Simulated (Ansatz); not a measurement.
Computed with DFT, revPBE, plane waves (420 eV) with PAW, scalar-relativistic in Ansatz 0.2.0. The PAW files were generated under PBE, with cores re-solved for the functional.

An element in the fcc structure gives this curve. The cell is scaled uniformly from the relaxed one, with fractional coordinates and shape fixed. Energies are extrapolated to zero smearing, pressures are those at the given smearing. Magnetic state: spin not included.

| V (Å³/atom) | E − E₀ (meV/atom) | P (GPa) |
| --- | --- | --- |
| 25.376 | 77.5 | 8.51 |
| 26.530 | 30.6 | 4.98 |
| 27.683 | 6.4 | 2.19 |
| 28.837 | 0.1 | -0.01 |
| 29.990 | 7.7 | -1.74 |
| 31.144 | 26.4 | -3.11 |
| 32.297 | 53.8 | -4.18 |

(1) Which element is it?
A. cerium
B. lead
C. tellurium
D. lutetium

Results:

(1) C. Its fit is V₀ = 28.74 Å³/atom, B₀ = 49 GPa, B₀′ = 5.0.
